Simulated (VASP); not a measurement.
# Cu: convergence, self-consistent run

Cu, I4/mmm (no. 139), 1 atom in the cell. HSE06; PAW potentials Cu (PBE set). VASP 6.6.1.

Wanted: stress within 1 GPa.

What the run is for: stress; Accuracy asked: screening.

POSCAR:
```
Cu
1.0
    0.0000000000      1.8075000000      1.7894250000
    1.8075000000      0.0000000000      1.7894250000
    1.8075000000      1.8075000000      0.0000000000
Cu
1
Direct
    0.0000000000      0.0000000000      0.0000000000
```

The series start from Plane-wave cutoff (eV): 380; Smearing width (eV): 0.1; k-point mesh: 8 × 8 × 8; FFT grid for exact exchange (PRECFOCK): Normal; Reduction of the exchange mesh (NKRED): 1; Precision mode (PREC): Accurate; Electronic threshold (eV): 1e-6; Bands in all (NBANDS): 15; Aspherical gradient terms in the spheres (LASPH): yes; Electronic algorithm: ALGO=Normal. Each series keeps the choices made before it, and each single choice may use up half of a tolerance. Times cover all steps of a run.

## Plane-wave cutoff (eV)

| Plane-wave cutoff (eV) | Stress, largest deviation (GPa) | Time (s) |
|---|---|---|
| 300 | 2.3 | 110 |
| 340 | 0.1 | 108 |
| 380 | 0.8 | 193 |
| 440 | 0.9 | 176 |
| 530 | 0.0 | 284 |
| 660 (reference) | 0.0 | 422 |

Chosen: 530, the loosest value from which every tighter one stays within half of the tolerance.

## Smearing width (eV)

| Smearing width (eV) | Stress, largest deviation (GPa) | Time (s) |
|---|---|---|
| 0.4 | 1.0 | 386 |
| 0.3 | 0.9 | 332 |
| 0.2 | 0.3 | 303 |
| 0.15 | 0.0 | 301 |
| 0.1 | 0.2 | 284 |
| 0.05 (reference) | 0.0 | 295 |

Chosen: 0.2.

## k-point mesh

| k-point mesh | Stress, largest deviation (GPa) | Time (s) |
|---|---|---|
| 4 × 4 × 4 | 2.3 | 15 |
| 6 × 6 × 6 | 3.2 | 66 |
| 8 × 8 × 8 | 1.5 | 303 |
| 10 × 10 × 10 | 0.8 | 871 |
| 12 × 12 × 12 (reference) | 0.0 | 2425 |

Chosen: 12 × 12 × 12; the next looser run is off by more than half of the tolerance, so convergence isn't shown beyond this value.

## FFT grid for exact exchange (PRECFOCK)

| FFT grid for exact exchange (PRECFOCK) | Stress, largest deviation (GPa) | Time (s) |
|---|---|---|
| Fast | 0.0 | 1049 |
| Normal (reference) | 0.0 | 2425 |
| Accurate | ran out of time | 3663 |

Chosen: Fast, the loosest value from which every tighter one stays within half of the tolerance (runs without a result left aside).

## All choices together

| Input | Stress, largest deviation (GPa) | Time (s) |
|---|---|---|
| the program's defaults (naive) | 5.9 | 26 |
| chosen settings | 0.4 | 1049 |
| reference settings throughout | 0.0 | 2995 |

The chosen settings stay within the tolerance of the reference run, but the reference itself isn't shown to be converged in: k-point mesh, Electronic threshold (eV), Bands in all (NBANDS).

Values of the reference run: Stress: 3.115, 0, 0, 0, 3.115, 0, 0, 0, 3.318 GPa.

## The input

INCAR.step1:
```
ISMEAR = 2
SIGMA = 0.2
LWAVE = True
LCHARG = False
ISIF = 2
PREC = Accurate
LASPH = True
LREAL = False
ALGO = Normal
EDIFF = 1E-5
NELM = 120
GGA_COMPAT = False
ENCUT = 530
GGA = PE
KPAR = 8
NBANDS = 15
```

INCAR.step2, as INCAR.step1 but for:
```
- LWAVE = True
- EDIFF = 1E-5
+ LHFCALC = True
+ HFSCREEN = 0.2
+ LWAVE = False
+ EDIFF = 1E-6
+ PRECFOCK = Fast
+ ISTART = 1
```

KPOINTS:
```
Automatic mesh
0
Gamma
  12 12 12
  0 0 0
```

Commands (each step's output is kept before the next begins):
```
cat potpaw_PBE.64/Cu/POTCAR > POTCAR
cp INCAR.step1 INCAR
mpirun -np 8 vasp_std > vasp.out
cp INCAR.step2 INCAR
mpirun -np 8 vasp_std > vasp.out
```

The chosen input took VASP 6.6.1 1049 s on 8 cores (Intel Xeon 6975P-C (Granite Rapids)), a shared host.

## An input that fails: too few electronic steps

The electronic loop stops at its limit of 7 steps.

Changes against the starting input:
```
- NELM = 120
+ NELM = 7
```
